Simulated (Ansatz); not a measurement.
# Pt(111) with 4 layers of random Pt-Ti, 2x2: scattering by chemical disorder, part 2 of 2

Wanted: resistance against the alloy's length, first Pt(111) with 4 layers of random Pt-Ti, 2x2.

Ansatz 0.2.0; Ansatz plane-wave DFT, PBE, PAW files; ballistic transport by layer matching (Landauer), zero bias; PAW set soft_1.

So far. Step 3 (With 8 alloy layers): Over the solved energies the transmission per spin lies between 2.55 and 2.84, out of 6.76 channels of the lead on average (up to 7.1). The log calls the step of a lead's potential too much.

## Step 4: With 12 alloy layers

In 12 layers a share of 0.125 of the sites is given to Ti at random. A fresh draw is used; the growth of the resistance with length is what counts.

System of this step: Pt(111) with 12 layers of random Pt-Ti, 2x2. The cell holds 72 atoms: 66 Pt and 6 Ti. Cell: a = 5.546 Å, b = 5.546 Å, c = 40.757 Å, α = 90.0°, β = 90.0°, γ = 120.0°. It derives from Pt. Regions: lead, 24 atoms (24 Pt); scattering region, 48 atoms (42 Pt and 6 Ti). The structure is stacked along c, and the current runs across the ab planes.

input.yaml

```yaml
crystal:
  lattice:
    - [5.5462627489, 0.0, 0.0]
    - [-2.7731313745, 4.8032044366, 0.0]
    - [0.0, 0.0, 40.7565411427]
  atoms:
    - { symbol: Pt, position: [0.0, 0.0, 0.0277777778] }
    - { symbol: Pt, position: [0.0, 0.5, 0.0277777778] }
    - { symbol: Pt, position: [0.5, 0.0, 0.0277777778] }
    - { symbol: Pt, position: [0.5, 0.5, 0.0277777778] }
    - { symbol: Pt, position: [0.1666666667, 0.3333333333, 0.0833333333] }
    - { symbol: Pt, position: [0.1666666667, 0.8333333333, 0.0833333333] }
    - { symbol: Pt, position: [0.6666666667, 0.3333333333, 0.0833333333] }
    - { symbol: Pt, position: [0.6666666667, 0.8333333333, 0.0833333333] }
    - { symbol: Pt, position: [0.3333333333, 0.1666666667, 0.1388888889] }
    - { symbol: Pt, position: [0.3333333333, 0.6666666667, 0.1388888889] }
    - { symbol: Pt, position: [0.8333333333, 0.1666666667, 0.1388888889] }
    - { symbol: Pt, position: [0.8333333333, 0.6666666667, 0.1388888889] }
    - { symbol: Pt, position: [0.0, 0.0, 0.1944444444] }
    - { symbol: Pt, position: [0.0, 0.5, 0.1944444444] }
    - { symbol: Pt, position: [0.5, 0.0, 0.1944444444] }
    - { symbol: Pt, position: [0.5, 0.5, 0.1944444444] }
    - { symbol: Pt, position: [0.1666666667, 0.3333333333, 0.25] }
    - { symbol: Pt, position: [0.1666666667, 0.8333333333, 0.25] }
    - { symbol: Pt, position: [0.6666666667, 0.3333333333, 0.25] }
    - { symbol: Pt, position: [0.6666666667, 0.8333333333, 0.25] }
    - { symbol: Pt, position: [0.3333333333, 0.1666666667, 0.3055555556] }
    - { symbol: Pt, position: [0.3333333333, 0.6666666667, 0.3055555556] }
    - { symbol: Pt, position: [0.8333333333, 0.1666666667, 0.3055555556] }
    - { symbol: Pt, position: [0.8333333333, 0.6666666667, 0.3055555556] }
    - { symbol: Pt, position: [0.0, 0.0, 0.3611111111] }
    - { symbol: Ti, position: [0.0, 0.5, 0.3611111111] }
    - { symbol: Pt, position: [0.5, 0.0, 0.3611111111] }
    - { symbol: Pt, position: [0.5, 0.5, 0.3611111111] }
    - { symbol: Pt, position: [0.1666666667, 0.3333333333, 0.4166666667] }
    - { symbol: Pt, position: [0.1666666667, 0.8333333333, 0.4166666667] }
    - { symbol: Pt, position: [0.6666666667, 0.3333333333, 0.4166666667] }
    - { symbol: Ti, position: [0.6666666667, 0.8333333333, 0.4166666667] }
    - { symbol: Pt, position: [0.3333333333, 0.1666666667, 0.4722222222] }
    - { symbol: Pt, position: [0.3333333333, 0.6666666667, 0.4722222222] }
    - { symbol: Ti, position: [0.8333333333, 0.1666666667, 0.4722222222] }
    - { symbol: Pt, position: [0.8333333333, 0.6666666667, 0.4722222222] }
    - { symbol: Pt, position: [0.0, 0.0, 0.5277777778] }
    - { symbol: Ti, position: [0.0, 0.5, 0.5277777778] }
    - { symbol: Pt, position: [0.5, 0.0, 0.5277777778] }
    - { symbol: Pt, position: [0.5, 0.5, 0.5277777778] }
    - { symbol: Pt, position: [0.1666666667, 0.3333333333, 0.5833333333] }
    - { symbol: Pt, position: [0.1666666667, 0.8333333333, 0.5833333333] }
    - { symbol: Ti, position: [0.6666666667, 0.3333333333, 0.5833333333] }
    - { symbol: Pt, position: [0.6666666667, 0.8333333333, 0.5833333333] }
    - { symbol: Pt, position: [0.3333333333, 0.1666666667, 0.6388888889] }
    - { symbol: Pt, position: [0.3333333333, 0.6666666667, 0.6388888889] }
    - { symbol: Pt, position: [0.8333333333, 0.1666666667, 0.6388888889] }
    - { symbol: Pt, position: [0.8333333333, 0.6666666667, 0.6388888889] }
    - { symbol: Pt, position: [0.0, 0.0, 0.6944444444] }
    - { symbol: Ti, position: [0.0, 0.5, 0.6944444444] }
    - { symbol: Pt, position: [0.5, 0.0, 0.6944444444] }
    - { symbol: Pt, position: [0.5, 0.5, 0.6944444444] }
    - { symbol: Pt, position: [0.1666666667, 0.3333333333, 0.75] }
    - { symbol: Pt, position: [0.1666666667, 0.8333333333, 0.75] }
    - { symbol: Pt, position: [0.6666666667, 0.3333333333, 0.75] }
    - { symbol: Pt, position: [0.6666666667, 0.8333333333, 0.75] }
    - { symbol: Pt, position: [0.3333333333, 0.1666666667, 0.8055555556] }
    - { symbol: Pt, position: [0.3333333333, 0.6666666667, 0.8055555556] }
    - { symbol: Pt, position: [0.8333333333, 0.1666666667, 0.8055555556] }
    - { symbol: Pt, position: [0.8333333333, 0.6666666667, 0.8055555556] }
    - { symbol: Pt, position: [0.0, 0.0, 0.8611111111] }
    - { symbol: Pt, position: [0.0, 0.5, 0.8611111111] }
    - { symbol: Pt, position: [0.5, 0.0, 0.8611111111] }
    - { symbol: Pt, position: [0.5, 0.5, 0.8611111111] }
    - { symbol: Pt, position: [0.1666666667, 0.3333333333, 0.9166666667] }
    - { symbol: Pt, position: [0.1666666667, 0.8333333333, 0.9166666667] }
    - { symbol: Pt, position: [0.6666666667, 0.3333333333, 0.9166666667] }
    - { symbol: Pt, position: [0.6666666667, 0.8333333333, 0.9166666667] }
    - { symbol: Pt, position: [0.3333333333, 0.1666666667, 0.9722222222] }
    - { symbol: Pt, position: [0.3333333333, 0.6666666667, 0.9722222222] }
    - { symbol: Pt, position: [0.8333333333, 0.1666666667, 0.9722222222] }
    - { symbol: Pt, position: [0.8333333333, 0.6666666667, 0.9722222222] }
kpoints:
  mp_grid: { grid: [5, 5, 1] }
hamiltonian:
  xc: pbe
  pseudopotentials: { kind: paw, azcp: { folder: soft_1 } }
scf:
  occupations: { method: fermi_dirac, width: 0.1 }
output:
  transmission:
    leads: [[0, 4]]
    kmesh: [10, 10]
    e_range: [-0.05, 0.05]
    de: 0.05
  write_potential: true
  write_density: true
  volumetric_format: npy
```

On the command line:

```sh
$ ansatz run input.yaml --threads 4 --pin off --max-ram 15360MiB --backend cpu --events-out ev --progress --plain --runs-dir out
```

Numbers of over 12 decimals in the logs are rounded to 6 here.

The program printed:

```text
[...]
Crystal: 72 atoms, lattice volume = 1085.747 Å³
Basis set: ecut = 420 eV, 21305 PW (Γ)
Bands: 756, of which v1, the nominal top of the filled ones, is band 630 counted from 1 (629 counted from 0)
Symmetry: 1 space group operations
[...]
k-points: 13 of 25 (time reversal used)
[...]
SCF iter   1: F=—  HF=-841791.827083 eV  |F-HF|=—  |Δ(HF+E_count)|=         —  Δρ=3.26e-1  dr2=1.94e4  ethr=3.10e-3  ⟨swp⟩=4.2  Hψ=27936  notcnv=0  defer=267
[...]
SCF iter  13: F=-841646.534585 eV  HF=-841646.534585 eV  |F-HF|=6.11e-8  |Δ(HF+E_count)|=   1.06e-8  Δρ=3.86e-7  dr2=6.22e-8  ethr=7.94e-12  ⟨swp⟩=7.5  Hψ=29270  notcnv=0
SCF 1 converged in 13 iterations: F = -841646.534585 eV  dr2 = 6.22e-8
[...]
transmission: 381 of 3796 steps passed
transmission: 761 of 3796 steps passed
[...]
transmission: 3796 of 3796 steps passed
SCF converged after 13 iterations
Free energy (F): -841646.534585 eV
[...]
Internal energy: -841643.283884 eV  (E = F + TS)
E sigma→0 (E₀):  -841644.909235 eV
Entropy (-TS):   -3.250702 eV (-45.149 meV/atom)
Fermi energy:    22.844256 eV
[...]
--- Band table (eV; the first three rows and the last of 13) ---
  k-point 0: bands = [... 626 lower, 23.0356, 23.0614, 23.0797, 23.0811, 23.0963, 23.0973, 23.1032, 23.1330, ... 122 higher]
  k-point 1: bands = [... 626 lower, 22.8250, 22.8439, 22.8549, 22.8773, 22.8850, 22.9107, 22.9276, 22.9516, ... 122 higher]
  k-point 2: bands = [... 626 lower, 22.7900, 22.8018, 22.8509, 22.8719, 22.8870, 22.8967, 22.9174, 22.9424, ... 122 higher]
  k-point 12: bands = [... 626 lower, 22.7265, 22.7295, 22.7507, 22.7702, 22.8008, 22.8388, 22.8506, 22.8730, ... 122 higher]
--- Transmission ---
  basis      : 241 plane waves across, 73 finite elements along
  points     : 52, standing for a mesh of 10 x 10
[...]
channels       : 6.890000e0 a spin
[...]
junction   : crystal 0 to crystal 0, 1.57 to 40.06 Å
    transmission   : 1.604083e0 a spin
[...]
```

Elapsed: 24 min, on 4 threads of Arm Neoverse V2, shared host; peak memory 8.4 GiB.

Numbers from this step:

```
free energy                                    : -841646.5346 eV
energy at zero smearing                        : -841644.9092 eV
Fermi energy                                   : 22.84 eV
transmission per spin nearest the Fermi level  : 1.604
open channels per spin nearest the Fermi level : 6.89
step of the lead's potential                   : 6.1 meV
```

Per spin. Transmission, zone mean against energy, zero at the Fermi level:

| energy (eV) | transmission, zone mean |
| --- | --- |
| -0.0500 | 1.70 |
| 0.0000 | 1.60 |
| 0.0500 | 1.52 |

Over the solved energies the transmission per spin lies between 1.52 and 1.70, out of 6.75 channels of the lead on average (up to 7.14).

## Step 5: The fit

This step: Ansatz plane-wave DFT, PBE, PAW files; ballistic transport by layer matching (Landauer), zero bias; residual resistivity from the slope of the area resistance, atoms on the host's lattice; PAW set soft_1 (Ansatz 0.2.0).

This step gave:

* resistivity: 55.98 µΩ cm
* intercept: -0.01104 fΩ m²
* scatter about the fit: 0.1675 fΩ m²

Resistance, by row:

| run | length (Å) | T | channels N | RA (fΩ m²) |
| --- | --- | --- | --- | --- |
| n4 | 9.057 | 3.063 | 6.767 | 0.6144 |
| n8 | 18.11 | 2.697 | 6.757 | 0.7661 |
| n12 | 27.17 | 1.608 | 6.747 | 1.628 |

Area resistance against length of the alloy:

| length of the alloy (Å) | area resistance (fΩ m²) |
| --- | --- |
| 9.06 | 0.614 |
| 18.11 | 0.766 |
| 27.17 | 1.63 |

The area resistance goes from 0.61 to 1.6 fΩ m² between 9.1 and 27.2 Å, a slope of 56 µΩ cm.

By hand from the end points: (1.628 − 0.6144) fΩ m² / (27.17 − 9.06) Å = 56 µΩ cm, since 1 fΩ m² per Å is 1000 µΩ cm.

## Step 6: Outcome

| Property | Result |
| --- | --- |
| resistivity from the slope | 56.0 µΩ cm |
| area resistance over 9.06 Å | 0.614 fΩ m² |
| area resistance over 18.1 Å | 0.766 fΩ m² |
| area resistance over 27.2 Å | 1.63 fΩ m² |

In words: The slope gives 56 µΩ cm. The points scatter by 0.17 fΩ m² about the line, with one random draw a length in a 2x2 cell, so the slope is a rough value. Read with a model of isotropic scattering on a spherical Fermi surface and the lead's 2.0×10¹⁵ S/m², this slope means a mean free path near 6.8 Å; over these lengths the model's slope is within 3 % of its bulk resistivity. The draw over the shortest length came out nearly ordered, with 8 symmetry operations, so that point is a poor sample of a random alloy. The atoms sit on the host's lattice, so scattering by size misfit is left out. Spin-orbit coupling is left out, which matters for Pt. A lead's potential steps by up to 42 meV from period to period, which the log calls too much, so longer leads could move the result.

[Logs are printed without paths, hosts, clocks, repeated set-up lines and the standing remarks that a program may print on its own settings, such as how far it seeks lower states.]

[Hosts, paths, dates, database ids (printed as entryN), source tags and the programs' standing remarks are cut or masked in the printed files.]
